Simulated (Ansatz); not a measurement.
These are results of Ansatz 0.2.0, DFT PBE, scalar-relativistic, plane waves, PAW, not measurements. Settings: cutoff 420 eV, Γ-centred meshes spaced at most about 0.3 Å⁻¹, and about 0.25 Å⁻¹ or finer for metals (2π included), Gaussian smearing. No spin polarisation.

Temperature and zero-point effects are left out.

Two relaxed structures of In3GaP4:

A.

```xyz
8
Lattice="4.1268 0.0000 0.0000 0.0000 4.1268 0.0000 0.0000 0.0000 11.7398" Properties=species:S:1:pos:R:3 pbc="T T T"
In    0.0000    0.0000    8.6975
In    2.0634    2.0634    0.0000
In    0.0000    0.0000    3.0423
Ga    2.0634    2.0634    5.8699
P     2.0634    0.0000   10.2183
P     0.0000    2.0634    1.5215
P     2.0634    0.0000    4.5732
P     0.0000    2.0634    7.1665
```

B.

```xyz
8
Lattice="3.8665 0.0000 0.0000 0.0000 3.8665 0.0000 0.0000 0.0000 10.8854" Properties=species:S:1:pos:R:3 pbc="T T T"
In    0.0000    0.0000    0.0000
In    1.9333    1.9333    2.7560
In    1.9333    1.9333    8.1294
Ga    0.0000    0.0000    5.4427
P     0.0000    0.0000    2.8892
P     1.9333    1.9333    5.4427
P     0.0000    0.0000    7.9962
P     1.9333    1.9333    0.0000
```

Task: Which is lower in energy, and by how much?

Result: A is lower, by 292 meV/atom. A has In and Ga ordered on zinc blende sites, space group P-4m2 (No. 115), 25.0 Å³/atom and a gap of 0.57 eV on its mesh; B has In and Ga ordered on rock salt sites, space group P4/mmm (No. 123), 20.3 Å³/atom and no gap. Counting P atoms around Ga and In (those within 1.25 times the shortest such distance or 1.15 times the sum of covalent radii), A has In 4, Ga 4 and B has In 6, Ga 6. The lower one is the more open, so pressure narrows the difference. In A, In on a site of symmetry 2mm is surrounded by 4 P at 2.56–2.57 Å; Ga has 4 P at 2.44 Å; P on its first site has 4 In at 2.56 Å; 2 more sites not described. In B, around In on a site of symmetry 4/mmm lie 6 P at 2.73–2.89 Å; Ga has 2 P at 2.55 Å and 4 P at 2.73 Å; around P on a site of symmetry 4mm lie 1 Ga at 2.55 Å and 5 In at 2.74–2.89 Å; 3 more sites not described. Both come from invented guesses.

Kohn–Sham gaps at this level usually fall short of measured ones. Cells relaxed within their symmetry can be saddle points.
